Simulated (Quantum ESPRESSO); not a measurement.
# 2H-MoS2, 1 layer: a series in biaxial strain, part 4 of 8

Aim: how the results for 2H-MoS2, 1 layer change with biaxial strain.

Quantum ESPRESSO 7.5; plane-wave DFT, PBE, GBRV ultrasoft pseudopotentials.

So far. Step 2 (Relaxing cell and ions of the reference):  The last row is no step: it is a fresh SCF in the final cell with a new plane-wave basis, -0 meV from the row before. Step 3 (Relaxing the ions, -4 %): The relaxation lowers the energy by 13 meV an atom.

### 6. Band structure, -4 %

Bands along a path place the edges.

File m0.bands.in:

```
&control
  prefix = 'm0.bands'
  outdir = './out'
  pseudo_dir = './pseudo'
  calculation = 'bands'
/
&system
  ibrav = 0
  nat = 3
  ntyp = 2
  ecutwfc = 40
  ecutrho = 200
  occupations = 'smearing'
  smearing = 'fd'
  degauss = 0.002
  nbnd = 19
/
&electrons
  conv_thr = 1e-07
  mixing_beta = 0.4
  electron_maxstep = 120
  mixing_mode = 'plain'
/
ATOMIC_SPECIES
  S   32.0600  s_pbe_v1.4.uspp.F.UPF
  Mo  95.9500  mo_pbe_v1.uspp.F.UPF
CELL_PARAMETERS angstrom
  3.05571195936000 0.00000000000000 0.00000000000000
  -1.52785598016000 2.64632418336000 0.00000000000000
  0.00000000000000 0.00000000000000 18.26259773800000
ATOMIC_POSITIONS crystal
  S   0.333333333300 0.666666666700 0.412007689100
  Mo  0.000000000000 0.000000000000 0.500000000000
  S   0.333333333300 0.666666666700 0.587992310900
K_POINTS crystal_b
4
  0.0000000000 0.0000000000 0.0000000000 12
  0.5000000000 0.0000000000 0.0000000000 12
  0.3333333333 0.3333333333 0.0000000000 12
  0.0000000000 0.0000000000 0.0000000000 1
```

The run is started by

```
> cp -r out/m0.scf.save out/m0.bands.save
> cp out/m0.scf.xml out/m0.bands.xml
> OMP_NUM_THREADS=1 mpirun -n 4 pw.x -nk 4 -in m0.bands.in > m0.bands.out
```

Log:

```text
[banner, memory and clock lines left out]
Program PWSCF v.7.5 starts

          URL

     Atomic positions and unit cell read from directory:
     ./out/m0.bands.save/

     Message from routine setup:
     using ibrav=0 with symmetry is DISCOURAGED, use correct ibrav instead

     G-vector sticks info

     bravais-lattice index     =            0
     lattice parameter (alat)  =       5.7745  a.u.
     unit-cell volume          =     996.5856 (a.u.)^3
     number of atoms/cell      =            3
     number of atomic types    =            2
     number of electrons       =        26.00
     number of Kohn-Sham states=           19
     kinetic-energy cutoff     =      40.0000  Ry
     charge density cutoff     =     200.0000  Ry
     Exchange-correlation= SLA  PW   PBE  PBE
                           (   1   4   3   4   0   0   0)

     celldm(1)=   5.774459  celldm(2)=   0.000000  celldm(3)=   0.000000
     celldm(4)=   0.000000  celldm(5)=   0.000000  celldm(6)=   0.000000

     crystal axes: (cart. coord. in units of alat)
               a(1) = (   1.000000   0.000000   0.000000 )
               a(2) = (  -0.500000   0.866025   0.000000 )
               a(3) = (   0.000000   0.000000   5.976544 )

     reciprocal axes: (cart. coord. in units 2 pi/alat)
               b(1) = (  1.000000  0.577350 -0.000000 )
               b(2) = (  0.000000  1.154701  0.000000 )
               b(3) = (  0.000000 -0.000000  0.167321 )

     PseudoPot. # 1 for S  read from file:
     ./pseudo/s_pbe_v1.4.uspp.F.UPF
     Pseudo is Ultrasoft + core correction, Zval =  6.0
     Generated by new atomic code, or converted to UPF format
     Using radial grid of  907 points,  6 beta functions with:
                l(1) =   0
                l(2) =   0
                l(3) =   1
                l(4) =   1
                l(5) =   2
                l(6) =   2
     Q(r) pseudized with  8 coefficients,  rinner =    1.300   1.300   1.300
                                                       1.300   1.300

     PseudoPot. # 2 for Mo read from file:
     ./pseudo/mo_pbe_v1.uspp.F.UPF
     Pseudo is Ultrasoft + core correction, Zval = 14.0
     Generated by new atomic code, or converted to UPF format
     Using radial grid of  889 points,  6 beta functions with:
                l(1) =   0
                l(2) =   0
                l(3) =   1
                l(4) =   1
                l(5) =   2
                l(6) =   2
     Q(r) pseudized with  6 coefficients,  rinner =    1.000   1.000   1.000
                                                       1.000   1.000

     atomic species   valence    mass     pseudopotential
     S                 6.00    32.06000     S ( 1.00)
     Mo               14.00    95.95000     Mo( 1.00)

     12 Sym. Ops. (no inversion) found

   Cartesian axes

     site n.     atom                  positions (alat units)
         1        S      tau(   1) = (  -0.0000000   0.5773503   2.4623822  )
         2        Mo     tau(   2) = (   0.0000000   0.0000000   2.9882721  )
         3        S      tau(   3) = (  -0.0000000   0.5773503   3.5141621  )

     number of k points=    37  Fermi-Dirac smearing, width (Ry)=  0.0020
                       cart. coord. in units 2pi/alat
        k(    1) = (   0.0000000   0.0000000   0.0000000), wk =   0.0540541
        k(    2) = (   0.0416667   0.0240563   0.0000000), wk =   0.0540541
        k(    3) = (   0.0833333   0.0481125   0.0000000), wk =   0.0540541
        k(    4) = (   0.1250000   0.0721688   0.0000000), wk =   0.0540541
        k(    5) = (   0.1666667   0.0962250   0.0000000), wk =   0.0540541
        k(    6) = (   0.2083333   0.1202813   0.0000000), wk =   0.0540541
        k(    7) = (   0.2500000   0.1443376   0.0000000), wk =   0.0540541
        k(    8) = (   0.2916667   0.1683938   0.0000000), wk =   0.0540541
        k(    9) = (   0.3333333   0.1924501   0.0000000), wk =   0.0540541
        k(   10) = (   0.3750000   0.2165064   0.0000000), wk =   0.0540541
        k(   11) = (   0.4166667   0.2405626   0.0000000), wk =   0.0540541
        k(   12) = (   0.4583333   0.2646189   0.0000000), wk =   0.0540541
        k(   13) = (   0.5000000   0.2886751   0.0000000), wk =   0.0540541
        k(   14) = (   0.4861111   0.3127314   0.0000000), wk =   0.0540541
        k(   15) = (   0.4722222   0.3367877   0.0000000), wk =   0.0540541
        k(   16) = (   0.4583333   0.3608439   0.0000000), wk =   0.0540541
        k(   17) = (   0.4444444   0.3849002   0.0000000), wk =   0.0540541
        k(   18) = (   0.4305556   0.4089564   0.0000000), wk =   0.0540541
        k(   19) = (   0.4166667   0.4330127   0.0000000), wk =   0.0540541
        k(   20) = (   0.4027778   0.4570690   0.0000000), wk =   0.0540541
        k(   21) = (   0.3888889   0.4811252   0.0000000), wk =   0.0540541
        k(   22) = (   0.3750000   0.5051815   0.0000000), wk =   0.0540541
        k(   23) = (   0.3611111   0.5292377   0.0000000), wk =   0.0540541
        k(   24) = (   0.3472222   0.5532940   0.0000000), wk =   0.0540541
        k(   25) = (   0.3333333   0.5773503   0.0000000), wk =   0.0540541
        k(   26) = (   0.3055556   0.5292377   0.0000000), wk =   0.0540541
        k(   27) = (   0.2777778   0.4811252   0.0000000), wk =   0.0540541
        k(   28) = (   0.2500000   0.4330127   0.0000000), wk =   0.0540541
        k(   29) = (   0.2222222   0.3849002   0.0000000), wk =   0.0540541
        k(   30) = (   0.1944444   0.3367877   0.0000000), wk =   0.0540541
        k(   31) = (   0.1666667   0.2886751   0.0000000), wk =   0.0540541
        k(   32) = (   0.1388889   0.2405626   0.0000000), wk =   0.0540541
        k(   33) = (   0.1111111   0.1924501   0.0000000), wk =   0.0540541
        k(   34) = (   0.0833333   0.1443376   0.0000000), wk =   0.0540541
        k(   35) = (   0.0555556   0.0962250   0.0000000), wk =   0.0540541
        k(   36) = (   0.0277778   0.0481125   0.0000000), wk =   0.0540541
        k(   37) = (   0.0000000   0.0000000   0.0000000), wk =   0.0540541

     Dense  grid:    47453 G-vectors     FFT dimensions: (  25,  25, 160)

     Smooth grid:    34081 G-vectors     FFT dimensions: (  24,  24, 144)

     The potential is recalculated from file :
     ./out/m0.bands.save/charge-density

     negative rho (up, down):  2.298E-03 0.000E+00
     Starting wfcs are   21 randomized atomic wfcs

     Band Structure Calculation
     Davidson diagonalization with overlap

     ethr =  3.85E-10,  avg # of iterations = 45.7

     End of band structure calculation

          k = 0.0000 0.0000 0.0000 (  4263 PWs)   bands (ev):

   -60.7414 -34.9594 -34.5830 -34.5830 -14.4173 -13.1705  -5.8966  -2.3050
[...]
3.5198   5.2524   5.5890

          k = 0.1667 0.0962 0.0000 (  4242 PWs)   bands (ev):

   -60.7257 -34.9312 -34.7239 -34.6148 -13.9540 -12.9553  -5.4041  -3.1863
    -3.1076  -1.8320  -1.7500  -1.1095  -0.5892   2.2698   2.8477   2.8765
     3.7354   5.5083   5.8445

          k = 0.2083 0.1203 0.0000 (  4252 PWs)   bands (ev):

   -60.7181 -34.9175 -34.7908 -34.6301 -13.7130 -12.8439  -5.2243  -3.5030
    -3.4477  -1.9994  -1.6023  -1.2850  -0.7410   2.0866   2.7030   2.9813
     3.9430   5.8301   6.1633

          k = 0.2500 0.1443 0.0000 (  4248 PWs)   bands (ev):

   -60.7100 -34.9028 -34.8619 -34.6465 -13.4383 -12.7178  -5.1342  -3.7992
    -3.7442  -2.2406  -1.5000  -1.3588  -0.9319   2.0491   2.5927   3.1684
     4.1231   6.2144   6.5348

          k = 0.2917 0.1684 0.0000 (  4262 PWs)   bands (ev):

   -60.7018 -34.9324 -34.8880 -34.6628 -13.1429 -12.5841  -5.2060  -4.1498
    -3.8709  -2.4604  -1.7118  -1.1240  -1.0850   2.1405   2.5356   3.3938
     4.2666   6.6528   6.9359

          k = 0.3333 0.1925 0.0000 (  4270 PWs)   bands (ev):

   -60.6942 -34.9974 -34.8743 -34.6779 -12.8438 -12.4515  -5.4134  -4.4822
    -3.9403  -2.6497  -1.8935  -1.1238  -0.9198   2.3238   2.5403   3.6130
     4.3724   7.1234   7.3073

          k = 0.3750 0.2165 0.0000 (  4276 PWs)   bands (ev):

   -60.6877 -35.0527 -34.8624 -34.6909 -12.5633 -12.3303  -5.6685  -4.7745
    -4.0252  -2.8024  -2.0336  -1.0347  -0.7621   2.5620   2.5995   3.7899
     4.4450   7.4815   7.5451

          k = 0.4167 0.2406 0.0000 (  4276 PWs)   bands (ev):

   -60.6826 -35.0949 -34.8533 -34.7008 -12.3290 -12.2320  -5.9019  -5.0040
    -4.1244  -2.9141  -2.1307  -0.8782  -0.6555   2.6870   2.8155   3.9067
     4.4906   6.9849   7.6749

          k = 0.4583 0.2646 0.0000 (  4282 PWs)   bands (ev):

   -60.6795 -35.1213 -34.8476 -34.7070 -12.1710 -12.1676  -6.0649  -5.1509
    -4.2022  -2.9822  -2.1870  -0.7401  -0.5961   2.7637   3.0261   3.9669
     4.5153   6.5774   7.7841

          k = 0.5000 0.2887 0.0000 (  4268 PWs)   bands (ev):

   -60.6784 -35.1303 -34.8456 -34.7091 -12.1452 -12.1149  -6.1235  -5.2015
    -4.2311  -3.0050  -2.2054  -0.6861  -0.5773   2.7940   3.1120   3.9845
     4.5230   6.4203   7.8363

          k = 0.4861 0.3127 0.0000 (  4276 PWs)   bands (ev):

   -60.6783 -35.1290 -34.8454 -34.7118 -12.1419 -12.1100  -6.1113  -5.2063
    -4.2250  -3.0212  -2.1981  -0.8266  -0.4834   2.7852   3.1291   4.0105
     4.4697   6.4283   7.9116

          k = 0.4722 0.3368 0.0000 (  4274 PWs)   bands (ev):

   -60.6779 -35.1251 -34.8448 -34.7198 -12.1320 -12.0954  -6.0750  -5.2213
    -4.2071  -3.0645  -2.1799  -1.0556  -0.3889   2.7624   3.1744   4.0864
     4.3248   6.4523   8.1231

          k = 0.4583 0.3608 0.0000 (  4278 PWs)   bands (ev):

   -60.6773 -35.1187 -34.8437 -34.7327 -12.1162 -12.0719  -6.0151  -5.2474
    -4.1786  -3.1223  -2.1595  -1.3304  -0.3226   2.7312   3.2373   4.1202
     4.2074   6.4923   8.4380

          k = 0.4444 0.3849 0.0000 (  4274 PWs)   bands (ev):

   -60.6766 -35.1099 -34.8424 -34.7502 -12.0951 -12.0404  -5.9326  -5.2857
    -4.1420  -3.1808  -2.1452  -1.6399  -0.2756   2.6934   3.3091   3.8902
     4.3628   6.5486   8.8227

          k = 0.4306 0.4090 0.0000 (  4268 PWs)   bands (ev):

   -60.6757 -35.0987 -34.8408 -34.7716 -12.0698 -12.0025  -5.8290  -5.3364
    -4.1004  -3.2285  -2.1431  -1.9725  -0.2377   2.6480   3.3848   3.6578
     4.5429   6.6219   9.1624

          k = 0.4167 0.4330 0.0000 (  4254 PWs)   bands (ev):

   -60.6747 -35.0854 -34.8390 -34.7961 -12.0417 -11.9601  -5.7061  -5.3981
    -4.0584  -3.2575  -2.3152  -2.1565  -0.2002   2.5933   3.4402   3.4612
     4.7344   6.7130   9.2464

          k = 0.4028 0.4571 0.0000 (  4242 PWs)   bands (ev):

   -60.6737 -35.0702 -34.8372 -34.8229 -12.0124 -11.9154  -5.5662  -5.4671
    -4.0226  -3.2643  -2.6538  -2.1867  -0.1570   2.5288   3.2487   3.5366
     4.9240   6.8217   9.0279

          k = 0.3889 0.4811 0.0000 (  4250 PWs)   bands (ev):

   -60.6727 -35.0533 -34.8509 -34.8354 -11.9839 -11.8713  -5.5381  -5.4122
    -4.0033  -3.2493  -2.9698  -2.2326  -0.1055   2.4567   3.0904   3.6088
     5.0984   6.9476   8.7014

          k = 0.3750 0.5052 0.0000 (  4246 PWs)   bands (ev):

   -60.6718 -35.0351 -34.8790 -34.8338 -11.9582 -11.8307  -5.6045  -5.2488
    -4.0194  -3.2357  -3.2165  -2.2904  -0.0479   2.3829   2.9689   3.6750
     5.2455   7.0889   8.3714

          k = 0.3611 0.5292 0.0000 (  4234 PWs)   bands (ev):

   -60.6711 -35.0165 -34.9055 -34.8326 -11.9374 -11.7972  -5.6593  -5.0846
    -4.0947  -3.4147  -3.1739  -2.3520   0.0088   2.3165   2.8852   3.7303
     5.3556   7.2437   8.0660

          k = 0.3472 0.5533 0.0000 (  4238 PWs)   bands (ev):

   -60.6706 -34.9996 -34.9276 -34.8317 -11.9237 -11.7744  -5.6960  -4.9415
    -4.2135  -3.4962  -3.1347  -2.4036   0.0525   2.2695   2.8378   3.7685
     5.4225   7.4088   7.8025

          k = 0.3333 0.5774 0.0000 (  4212 PWs)   bands (ev):

   -60.6705 -34.9914 -34.9377 -34.8314 -11.9187 -11.7660  -5.7093  -4.8763
    -4.2797  -3.5150  -3.1175  -2.4254   0.0698   2.2524   2.8231   3.7827
     5.4445   7.5524   7.6239

          k = 0.3056 0.5292 0.0000 (  4266 PWs)   bands (ev):

   -60.6713 -35.0117 -34.9089 -34.8328 -11.9407 -11.8059  -5.6497  -5.0596
    -4.0538  -3.4724  -3.1934  -2.3272  -0.0072   2.3102   2.8700   3.7213
     5.3673   7.3641   7.9637

          k = 0.2778 0.4811 0.0000 (  4262 PWs)   bands (ev):

   -60.6738 -35.0302 -34.8627 -34.8375 -12.0085 -11.9365  -5.4621  -5.2688
    -3.7287  -3.3520  -3.3320  -2.0914  -0.2021   2.3792   2.9723   3.5660
     5.1811   7.4208   8.3426

          k = 0.2500 0.4330 0.0000 (  4262 PWs)   bands (ev):

   -60.6784 -35.0294 -34.8457 -34.8152 -12.1595 -12.1183  -5.3453  -5.1485
    -3.5932  -3.4942  -2.9958  -1.8071  -0.4183   2.2900   3.0648   3.3913
     4.9628   7.6898   8.4892

          k = 0.2222 0.3849 0.0000 (  4252 PWs)   bands (ev):

   -60.6848 -35.0069 -34.8574 -34.7694 -12.4572 -12.2599  -5.2907  -4.7284
    -3.6107  -3.5663  -2.5676  -1.5240  -0.5814   2.0599   3.0872   3.1938
     4.7727   7.8232   8.1082

          k = 0.1944 0.3368 0.0000 (  4244 PWs)   bands (ev):

   -60.6929 -34.9638 -34.8720 -34.7270 -12.8001 -12.4199  -5.1549  -4.2446
    -3.7051  -3.5270  -2.1442  -1.2739  -0.6881   1.8503   2.9572   3.0208
     4.6174   7.2412   7.5199

          k = 0.1667 0.2887 0.0000 (  4260 PWs)   bands (ev):

   -60.7021 -34.9040 -34.8886 -34.6892 -13.1569 -12.5853  -5.0398  -3.8044
    -3.7739  -3.2924  -1.7888  -1.0795  -0.7747   1.7877   2.7461   2.9050
     4.4503   6.6517   6.9645

          k = 0.1389 0.2406 0.0000 (  4236 PWs)   bands (ev):

   -60.7117 -34.9060 -34.8332 -34.6568 -13.5003 -12.7445  -5.0787  -3.6678
    -3.4986  -2.8129  -1.6352  -0.9536  -0.7794   1.8914   2.6518   2.8002
     4.2296   6.1355   6.4667

          k = 0.1111 0.1925 0.0000 (  4232 PWs)   bands (ev):

   -60.7211 -34.9228 -34.7589 -34.6301 -13.8088 -12.8876  -5.2702  -3.3746
    -3.2135  -2.2629  -1.7463  -0.8987  -0.6511   2.1119   2.7222   2.7553
     3.9548   5.7051   6.0417

          k = 0.0833 0.1443 0.0000 (  4233 PWs)   bands (ev):

   -60.7293 -34.9377 -34.6895 -34.6094 -14.0655 -13.0069  -5.5064  -3.0036
    -2.9008  -1.9533  -1.7700  -0.9093  -0.5323   2.4279   2.7986   2.9032
     3.6589   5.3646   5.7011

          k = 0.0556 0.0962 0.0000 (  4231 PWs)   bands (ev):

   -60.7358 -34.9494 -34.6329 -34.5947 -14.2579 -13.0964  -5.7124  -2.6518
    -2.5818  -2.1399  -1.4014  -0.9741  -0.4796   2.8048   2.9241   3.0942
     3.3916   5.1151   5.4531

          k = 0.0278 0.0481 0.0000 (  4231 PWs)   bands (ev):

   -60.7399 -34.9568 -34.5959 -34.5859 -14.3770 -13.1518  -5.8491  -2.3980
    -2.3152  -2.2626  -1.1847  -1.0656  -0.4680   3.0706   3.1366   3.2047
     3.2278   4.9585   5.3025

          k = 0.0000 0.0000 0.0000 (  4263 PWs)   bands (ev):

   -60.7414 -34.9594 -34.5830 -34.5830 -14.4173 -13.1705  -5.8966  -2.3050
    -2.3050  -2.2026  -1.1151  -1.1151  -0.4678   3.1375   3.1375   3.2749
     3.2749   4.9032   5.2520

     XML data file, pseudopotentials, collected wavefunctions

                                        0.00s GPU  (     444 calls)
```

Wall time 14 s (4 MPI ranks of Arm Neoverse V1, shared host); peak memory 0.37 GiB.

This step gave:

```
valence top, on the run's zero : 0.06979 eV
```

Band numbers count within the set of bands kept for display. Electronic bands along the path, in eV, zero at the highest filled level of the SCF mesh; v1 is the highest filled band, c1 the lowest empty one:

```csv
point,v4,v3,v2,v1,c1,c2,c3,c4
Γ,-2.27,-1.19,-1.19,-0.54,3.07,3.07,3.20,3.20
halfway,-2.31,-1.57,-1.43,-1.00,1.98,2.52,3.10,4.05
M,-3.08,-2.28,-0.76,-0.65,2.72,3.04,3.91,4.45
halfway,-3.33,-2.39,-2.23,-0.27,2.52,3.37,3.39,4.66
K,-3.59,-3.19,-2.50,0.00,2.18,2.75,3.71,5.37
halfway,-3.36,-1.86,-1.15,-0.84,1.72,2.68,2.83,4.38
Γ,-2.27,-1.19,-1.19,-0.54,3.07,3.07,3.20,3.20
```

Along this path the valence top lies at K and the conduction bottom between K and Γ.

(Continued in part 5 of 8.)

[Logs are printed without paths, hosts, clocks, repeated set-up lines and the standing remarks that a program may print on its own settings, such as how far it seeks lower states.]

[Hosts, paths, dates, database ids (printed as entryN), source tags and the programs' standing remarks are cut or masked in the printed files.]

[Maps of the electrostatic potential energy from Ansatz leave out the sawtooth potential of an applied field or a dipole correction, so their vacuum need not be flat; planar profiles and work functions include it.]
